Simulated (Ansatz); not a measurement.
MgS:

```xyz
2
Lattice="0.0000 2.8331 2.8331 2.8331 0.0000 2.8331 2.8331 2.8331 0.0000" Properties=species:S:1:pos:R:3 pbc="T T T"
S     1.4166    1.4166    1.4166
Mg    0.0000    0.0000    0.0000
```

The cell comes from a database or a generator and needn't be the stable form of this composition.

Base run:

- Program: Ansatz 0.2.0
- Functional: HSE06
- Potentials or basis: all-electron PAW datasets made for the crystal
- Cutoff: 250 eV (chosen from the basis error)
- k mesh: 6 × 6 × 6
- Occupations: fermi-dirac, width 0.05 eV
- Spin: no spin polarisation

Its results: band gap on the k mesh 4.51 eV, direct; pressure -0.1 GPa.

Question: The run is repeated on the same cell with these changes: functional from HSE06 to PBE0. What comes out?

Answer: Band gap on the k mesh 5.19 eV, direct; pressure -0.2 GPa.

A k mesh can miss the band edges.
